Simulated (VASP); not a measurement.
# InSb (F-43m) in VASP: further runs

The runs below take InSb through relaxation of cell and atoms, single point, with PBE+D3(BJ), PBEsol, PBE.

Everything below comes from runs of VASP 6.6.1. Logs are shortened: lines on timing, memory, paths and dates and some standing lists are left out, and cuts for length are marked.

**What was measured.**

From “Electronic Structure and Epitaxy of CdTe Shells on InSb Nanowires”, 2021, arxiv:2111.05126, for a bulk crystal of InSb: band gap 0.24 eV.

How close the calculation comes is told below.

### 1 The structure

It takes space group F-43m (No. 216, cubic). The conventional cell has a = 6.478 Å, b = 6.478 Å, c = 6.478 Å, α = 90.00°, β = 90.00°, γ = 90.00°. In (site symmetry -43m) has 4 Sb at 2.81 Å as nearest neighbours. Around Sb (site symmetry -43m) lie 4 In at 2.81 Å.

### 2 Relaxation of cell and atoms, PBE+D3(BJ)

INCAR

```
SYSTEM = InSb
PREC = Accurate
ENCUT = 600
EDIFF = 1E-6
ISMEAR = 0
SIGMA = 0.03
LREAL = .FALSE.
LASPH = .TRUE.
NELM = 80
ALGO = Normal
ISIF = 3
LWAVE = .FALSE.
LCHARG = .FALSE.
GGA = PE
IVDW = 12
IBRION = 2
NSW = 90
EDIFFG = -0.01
```

KPOINTS

```
Automatic mesh
0
G
  10 10 10
  0 0 0
```

POSCAR

```
InSb
1.0
    0.0000000000      3.2391000000      3.2391000000
    3.2391000000      0.0000000000      3.2391000000
    3.2391000000      3.2391000000      0.0000000000
In Sb
1 1
Direct
    0.0000000000      0.0000000000      0.0000000000
    0.2500000000      0.2500000000      0.2500000000
```

Potentials or basis: VASP PAW PBE potentials, release 64 (In_d, Sb).

Started as:

```bash
$ cat potpaw_PBE.64/In_d/POTCAR potpaw_PBE.64/Sb/POTCAR > POTCAR
$ mpirun -np 1 vasp_std > vasp.out
```

OUTCAR:

```text
SYSTEM = InSb
   PREC = Accurate
   ENCUT = 600
   EDIFF = 1E-6
   ISMEAR = 0
   LREAL = .FALSE.
   LASPH = .TRUE.
   NELM = 80
   ISIF = 3
   GGA = PE
   IVDW = 12
   IBRION = 2
   NSW = 90
   EDIFFG = -0.01
 IVDW          = 12

 ion  position               nearest neighbor table
   1  0.000  0.000  0.000-   2 2.81   2 2.81   2 2.81   2 2.81
   2  0.250  0.250  0.250-   1 2.81   1 2.81   1 2.81   1 2.81

  LATTYP: Found a face centered cubic cell.
 ALAT       =     6.4782000000

  Lattice vectors:

 A1 = (   0.0000000000,   3.2391000000,   3.2391000000)
 A2 = (   3.2391000000,   0.0000000000,   3.2391000000)
 A3 = (   3.2391000000,   3.2391000000,   0.0000000000)

Analysis of symmetry for initial positions (statically):
=====================================================================
 Subroutine PRICEL returns:
 Original cell was already a primitive cell.

 Routine SETGRP: Setting up the symmetry group for a
 face centered cubic supercell.

 Subroutine GETGRP returns: Found 24 space group operations
 (whereof 24 operations were pure point group operations)
 out of a pool of 48 trial point group operations.

The static configuration has the point symmetry T_d .

Analysis of symmetry for dynamics (positions and initial velocities):
=====================================================================
 Subroutine PRICEL returns:
 Original cell was already a primitive cell.

 Routine SETGRP: Setting up the symmetry group for a
 face centered cubic supercell.

 Subroutine GETGRP returns: Found 24 space group operations
 (whereof 24 operations were pure point group operations)
 out of a pool of 48 trial point group operations.

The dynamic configuration has the point symmetry T_d .

 Subroutine INISYM returns: Found 24 space group operations
 (whereof 24 operations are pure point group operations),
 and found     1 'primitive' translations

----------------------------------------------------------------------------------------

                                     Primitive cell

  volume of cell :      67.9678

  direct lattice vectors                    reciprocal lattice vectors
     0.000000000  3.239100000  3.239100000    -0.154363867  0.154363867  0.154363867
     3.239100000  0.000000000  3.239100000     0.154363867 -0.154363867  0.154363867
     3.239100000  3.239100000  0.000000000     0.154363867  0.154363867 -0.154363867

  length of vectors
     4.580779150  4.580779150  4.580779150     0.267366060  0.267366060  0.267366060

  position of ions in fractional coordinates (direct lattice)
     0.000000000  0.000000000  0.000000000
     0.250000000  0.250000000  0.250000000

  ion indices of the primitive-cell ions
   primitive index   ion index
                 1           1
                 2           2

----------------------------------------------------------------------------------------

 KPOINTS: Automatic mesh

Automatic generation of k-mesh.
 Grid dimensions read from file:
 generate k-points for:   10   10   10

 Generating k-lattice:

  Cartesian coordinates                     Fractional coordinates (reciprocal lattice)
    -0.015436387  0.015436387  0.015436387     0.100000000  0.000000000  0.000000000
     0.015436387 -0.015436387  0.015436387     0.000000000  0.100000000  0.000000000
     0.015436387  0.015436387 -0.015436387     0.000000000  0.000000000  0.100000000

  Length of vectors
     0.026736606  0.026736606  0.026736606

  Shift w.r.t. Gamma in fractional coordinates (k-lattice)
     0.000000000  0.000000000  0.000000000

 Subroutine IBZKPT returns following result:
 ===========================================

 Found     47 irreducible k-points:

 Following reciprocal coordinates:
            Coordinates               Weight
  0.000000  0.000000  0.000000      1.000000
  0.100000  0.000000  0.000000      8.000000
  0.200000  0.000000  0.000000      8.000000
  0.300000  0.000000  0.000000      8.000000
  0.400000  0.000000  0.000000      8.000000
  0.500000  0.000000  0.000000      4.000000
[... 16 lines left out ...]
  0.300000  0.300000  0.000000      6.000000
  0.400000  0.300000  0.000000     24.000000
 [... further k-points ...]
   k-points           NKPTS =     47   k-points in BZ     NKDIM =     47   number of bands    NBANDS=     13
   number of dos      NEDOS =    301   number of ions     NIONS =      2
   total plane-waves  NPLWV =  64000
   dimension x,y,z NGX =    40 NGY =   40 NGZ =   40
   dimension x,y,z NGXF=    80 NGYF=   80 NGZF=   80
   ions per type =               1   1
   NGX,Y,Z   is equivalent  to a cutoff of  14.52, 14.52, 14.52 a.u.
   NGXF,Y,Z  is equivalent  to a cutoff of  29.03, 29.03, 29.03 a.u.
 SYSTEM =  InSb
   PREC   = accura    normal or accurate (medium, high low for compatibility)
   ISTART =      0    job   : 0-new  1-cont  2-samecut
   ICHARG =      2    charge: 1-file 2-atom 10-const
   ISPIN  =      1    spin polarized calculation?
   LNONCOLLINEAR =      F non collinear calculations
   LSORBIT =      F    spin-orbit coupling
   LASPH  =      T    aspherical Exc in radial PAW
   ENCUT  =  600.0 eV  44.10 Ry    6.64 a.u.   9.15  9.15  9.15*2*pi/ulx,y,z
   NELM   =     80;   NELMIN=  2; NELMDL= -5     # of ELM steps
   EDIFF  = 0.1E-05   stopping-criterion for ELM
   LREAL  =      F    real-space projection
   EDIFFG = -.1E-01   stopping-criterion for IOM
   NSW    =     90    number of steps for IOM
   IBRION =      2    ionic relax: 0-MD 1-quasi-New 2-CG
   NFREE  =      1    steps in history (QN), initial steepest desc. (CG)
   ISIF   =      3    stress and relaxation
   ISYM   =      2    0-nonsym 1-usesym 2-fastsym
   POTIM  = 0.5000    time-step for ionic-motion
   TEBEG  =    0.0;   TEEND  =   0.0 temperature during run
   PSTRESS=    0.0 pullay stress
   NELECT =      18.0000    total number of electrons
   NUPDOWN=      -1.0000    fix difference up-down
   EMIN   =  10.00;   EMAX   =-10.00  energy-range for DOS
   EFERMI =   0.00;   METHOD = LEGACY
   ISMEAR =     0;   SIGMA  =   0.03  broadening in eV -4-tet -1-fermi 0-gaus
   EFERMI_NEDOS =   21; number of points for ismear=-14 and -15
   IALGO  =     38    algorithm
   IMIX   =      4    mixing-type and parameters
     AMIX     =   0.40;   BMIX     =  1.00
     AMIX_MAG =   1.60;   BMIX_MAG =  1.00
  volume/ion in A,a.u.               =      33.98       229.33
  Fermi-wavevector in a.u.,A,eV,Ry     =   1.051311  1.986690 15.037912  1.105255
  Thomas-Fermi vector in A             =   2.186349
   LORBIT       =      0    0 simple, 1 ext, 2 COOP (PROOUT), +10 PAW based schemes
   GGA     = PE    functional components
   LHFCALC =     F    Hartree Fock is set to
   AEXX    =    0.0000 exact exchange contribution
   IVDW    =    12    specifies the selected vdW correction
   LEPSILON=     F    determine dielectric tensor
   LRPA    =     F    only Hartree local field effects (RPA)
 conjugate gradient relaxation of ions
 non-spin polarized calculation
 Gauss-broadening in eV      SIGMA  =   0.03
  energy-cutoff  :      600.00
  volume of cell :       67.97
 maximum number of plane-waves:      2288
 NGX is ok and might be reduce to    40
   NGX = 19   NGY = 19   NGZ = 19

--------------------------------------- Ionic step        1  -------------------------------------------

 number of electron      18.0000001 magnetization

 Free energy of the ion-electron system (eV)
  ---------------------------------------------------
  ext. energy  EPLUGINS =         0.00000000
  ---------------------------------------------------
  free energy    TOTEN  =        -6.90581565 eV

  energy without entropy =       -6.90576937  energy(sigma->0) =       -6.90579251

 E-fermi :   5.1186     XC(G=0):  -8.6873

 val. band max:        5.1094856553   @ k =   0.0000   0.0000   0.0000
 cond. band min:       5.6479510241   @ k =   0.5000   0.0000   0.0000
 fundamental gap:      0.5384653688
 Fermi energy:         5.1186226859

 k-point     1 :       0.0000    0.0000    0.0000
  band No.  band energies     occupation
      1      -9.4972      2.00000
      2      -9.4972      2.00000
      3      -9.4972      2.00000
      4      -9.4119      2.00000
      5      -9.4119      2.00000
      6      -5.6108      2.00000
      7       4.9220      2.00000
      8       5.1095      1.33333
      9       5.1095      1.33333
     10       5.1095      1.33333
     11       8.0694      0.00000
     12       8.0694      0.00000
     13       8.0694      0.00000

 k-point     2 :       0.1000    0.0000    0.0000
  band No.  band energies     occupation
      1      -9.5018      2.00000
      2      -9.4950      2.00000
      3      -9.4950      2.00000
      4      -9.4121      2.00000
      5      -9.4121      2.00000
      6      -5.5196      2.00000
      7       3.6199      2.00000
      8       4.9691      2.00000
      9       4.9691      2.00000
     10       5.9497      0.00000
     11       8.2641      0.00000
     12       8.2641      0.00000
     13       8.2857      0.00000
[... 409 lines left out ...]
 VOLUME and BASIS-vectors are now :
 -----------------------------------------------------------------------------
  energy-cutoff  :      600.00
  volume of cell :       70.85
      direct lattice vectors                 reciprocal lattice vectors
     0.000000000  3.284247367  3.284247367    -0.152241882  0.152241882  0.152241882
     3.284247367 -0.000000000  3.284247367     0.152241882 -0.152241882  0.152241882
     3.284247367  3.284247367  0.000000000     0.152241882  0.152241882 -0.152241882

 POSITION                                       TOTAL-FORCE (eV/Angst)
 -----------------------------------------------------------------------------------
      0.00000      0.00000      0.00000        -0.000000     -0.000000     -0.000000
      1.64212      1.64212      1.64212         0.000000      0.000000      0.000000
 -----------------------------------------------------------------------------------
    total drift:                               -0.000000     -0.000000     -0.000000

  FREE ENERGIE OF THE ION-ELECTRON SYSTEM (eV)
  ---------------------------------------------------
  free  energy   TOTEN  =        -7.5782646664 eV

  energy  without entropy=       -7.5782183877  energy(sigma->0) =       -7.57824153

--------------------------------------- Ionic step        3  -------------------------------------------

 number of electron      17.9999998 magnetization

 Free energy of the ion-electron system (eV)
  ---------------------------------------------------
  ext. energy  EPLUGINS =         0.00000000
  ---------------------------------------------------
  free energy    TOTEN  =        -6.93693690 eV

  energy without entropy =       -6.93689062  energy(sigma->0) =       -6.93691376

 E-fermi :   4.8033     XC(G=0):  -8.5579

 val. band max:        4.7941621637   @ k =   0.0000   0.0000   0.0000
 cond. band min:       5.2810462165   @ k =   0.5000   0.0000   0.0000
 fundamental gap:      0.4868840528
 Fermi energy:         4.8032991821

 k-point     1 :       0.0000    0.0000    0.0000
  band No.  band energies     occupation
      1      -9.7495      2.00000
      2      -9.7495      2.00000
      3      -9.7495      2.00000
      4      -9.6725      2.00000
      5      -9.6725      2.00000
      6      -5.7372      2.00000
      7       4.4344      2.00000
      8       4.7942      1.33333
      9       4.7942      1.33333
     10       4.7942      1.33333
     11       7.7579      0.00000
     12       7.7579      0.00000
     13       7.7579      0.00000

 k-point     2 :       0.1000    0.0000    0.0000
  band No.  band energies     occupation
      1      -9.7535      2.00000
      2      -9.7476      2.00000
      3      -9.7476      2.00000
      4      -9.6726      2.00000
      5      -9.6726      2.00000
      6      -5.6501      2.00000
      7       3.2627      2.00000
      8       4.6616      2.00000
      9       4.6616      2.00000
     10       5.5380      0.00000
     11       7.9442      0.00000
     12       7.9442      0.00000
     13       7.9516      0.00000
[... 369 lines left out ...]
 VOLUME and BASIS-vectors are now :
 -----------------------------------------------------------------------------
  energy-cutoff  :      600.00
  volume of cell :       70.06
      direct lattice vectors                 reciprocal lattice vectors
     0.000000000  3.271933848  3.271933848    -0.152814826  0.152814826  0.152814826
     3.271933848 -0.000000000  3.271933848     0.152814826 -0.152814826  0.152814826
     3.271933848  3.271933848  0.000000000     0.152814826  0.152814826 -0.152814826

 POSITION                                       TOTAL-FORCE (eV/Angst)
 -----------------------------------------------------------------------------------
      0.00000      0.00000      0.00000        -0.000000     -0.000000     -0.000000
      1.63597      1.63597      1.63597         0.000000      0.000000      0.000000
 -----------------------------------------------------------------------------------
    total drift:                               -0.000000     -0.000000     -0.000000

  FREE ENERGIE OF THE ION-ELECTRON SYSTEM (eV)
  ---------------------------------------------------
  free  energy   TOTEN  =        -7.5794049232 eV

  energy  without entropy=       -7.5793586445  energy(sigma->0) =       -7.57938178

 reached required accuracy - stopping structural energy minimisation
```

Run time: 80 s. Hardware: 1 thread of Intel Xeon 6975P-C (Granite Rapids), shared host; peak memory 0.28 GiB.

Results:

| Property | Result |
| --- | --- |
| Free energy | -7.5794 eV |
| Relaxed volume | 35.03 Å³/atom |
| Relaxed cell | a = 4.627 Å, b = 4.627 Å, c = 4.627 Å, α = 60.00°, β = 60.00°, γ = 60.00° |
| Space group after relaxing (to 0.05 Å) | F-43m (No. 216) |
| Energy gained by relaxing | 4.3 meV/atom |
| Ionic steps | 3 |
| Pressure after relaxing | 0.0 GPa |
| Band gap on the k mesh | none (metal or under the smearing width) |
| Dispersion energy per atom | -0.321 eV |

The path:
```
step  energy change (eV)  largest force (eV/Å)  pressure (GPa)  volume (Å³)
   1              0.0000                0.0000            1.36        67.97
   2             -0.0075                0.0000           -0.46        70.85
   3             -0.0086                0.0000           -0.01        70.06
```

Final structure:
```
CELL_PARAMETERS angstrom
0.00000 3.27193 3.27193
3.27193 0.00000 3.27193
3.27193 3.27193 0.00000
ATOMIC_POSITIONS crystal
In 0.00000 0.00000 0.00000
Sb 0.25000 0.25000 0.25000
```

Levels at points of the mesh, in eV from the Fermi level:
```csv
k point,band 6,band 7,band 8,band 9,band 10,band 11,band 12,band 13
"(0.00, 0.00, 0.00)",-10.54,-0.37,-0.01,-0.01,-0.01,2.95,2.95,2.95
"(0.50, 0.00, 0.00)",-9.25,-5.49,-0.97,-0.97,0.48,3.80,3.80,6.10
"(0.50, 0.50, 0.00)",-8.67,-5.80,-2.17,-2.17,1.34,1.39,7.97,7.97
```

Caveat: pairwise dispersion overbinds metals, which lowers pressure and volume; this crystal is a semiconductor, whose small gap the functional closes, so the metal is an error of the method.

(Part 1 of 2 ends here.)
